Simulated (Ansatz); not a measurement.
WS2: equation of state with PBE

The system is WS2.

```xyz
3
Lattice="1.5790 0.9116 6.1633 -1.5790 0.9116 6.1633 0.0000 -1.8233 6.1633" Properties=species:S:1:pos:R:3 pbc="T T T"
W     0.0000    0.0000    0.0000
S     0.0000    0.0000   10.7427
S     0.0000    0.0000   13.8730
```

Measurements of this composition are mostly on another form, of space group No. 194.

```yaml
Program: Ansatz 0.2.0
Task: equation of state
Functional: PBE
Potentials_or_basis: all-electron LAPW, scalar-relativistic
Basis_error_allowed: 0.001 eV/atom
k_mesh: 10 × 10 × 10
Occupations: fermi-dirac, width 0.05 eV
Spin: no spin polarisation
```

```
Equilibrium volume                        : 18.25 Å³/atom
Bulk modulus at fixed shape and positions : 156 GPa
Pressure derivative of the bulk modulus   : 4.3
```

Energy against volume, from the lowest point:
```csv
volume (Å³/atom),energy (meV/atom)
16.679,76.30
17.034,43.75
17.389,20.81
17.744,6.51
18.099,0.00
18.454,0.50
18.809,7.32
```

All runs of the series together: 6.8 min on 2 threads of Arm Neoverse V2, with other jobs on the host.

Caveat: the cell was scaled at fixed shape and fractional positions, which overstates the stiffness of a crystal with free parameters, most of all of layers and chains. Spin-orbit coupling is left out, which matters for the levels of W.
